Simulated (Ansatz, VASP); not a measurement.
Two plane-wave programs on CdS

Contents of INCAR:

```
PREC     = Accurate       # precision mode
ENCUT    = 520            # plane-wave cutoff, eV
EDIFF    = 1E-6           # SCF threshold, eV
ISMEAR   = 0              # smearing method
SIGMA    = 0.03           # smearing width, eV
LREAL    = F              # projectors in reciprocal space
LASPH    = T              # aspherical terms in the spheres
NELM     = 80             # most SCF steps
ALGO     = Normal         # electronic algorithm
ISIF     = 2              # what is computed and relaxed
LWAVE    = F              # write WAVECAR
LCHARG   = F              # write CHGCAR
GGA      = PE             # functional
NBANDS   = 16             # bands
```

File KPOINTS:

```
Automatic mesh
0
Gamma
  10 10 10
```

Contents of POSCAR:

```
CdS
1.0
    0.0000000000      2.6844129000      2.8220751000
    2.6844129000      0.0000000000      2.8220751000
    2.6844129000      2.6844129000      0.0000000000
Cd S
1 1
Direct
    0.0000000000      0.0000000000      0.0000000000
    0.5000000000      0.5000000000      0.5000000000
```

Input for Ansatz:

```yaml
crystal:
  lattice:
    - [0.0, 2.6844129, 2.8220751]
    - [2.6844129, 0.0, 2.8220751]
    - [2.6844129, 2.6844129, 0.0]
  atoms:
    - { symbol: Cd, position: [0.0, 0.0, 0.0] }
    - { symbol: S, position: [0.5, 0.5, 0.5] }
basis:
  ecutwfc: 420
kpoints:
  mp_grid: { grid: [10, 10, 10] }
hamiltonian:
  xc: pbe
scf:
  occupations: { method: gaussian, width: 0.03 }
output:
  forces: true
  stress: true
  eigenvalues: true
```

Change from the starting cell: strain -0.025 along x and y, +0.025 along z, atoms carried along.

Alike in both runs: task single point; functional PBE; k mesh 10 × 10 × 10; occupations gaussian, width 0.03 eV; no spin polarisation.

```csv
,VASP,Ansatz
version,VASP 6.6.1,Ansatz 0.2.0
potentials or method,"VASP PAW PBE potentials, release 64 (Cd, S)","scalar-relativistic, plane waves, PAW"
plane-wave cutoff (eV),520,420
valence electrons in the cell,18,26
```

|  | VASP | Ansatz | Ansatz less VASP |
| --- | --- | --- | --- |
| gap on the k mesh at the Fermi level (eV) | 0.05 | 0.06 | +0.008 |
| least direct gap on the mesh (eV) | 1.56 | 1.58 | +0.024 |
| pressure (GPa) | 2.3 | 1.9 | -0.42 |
| largest component of the traceless stress (GPa) | 2.66 | 2.54 | -0.113 |

The two sets of potentials don't hold the same shells in valence.
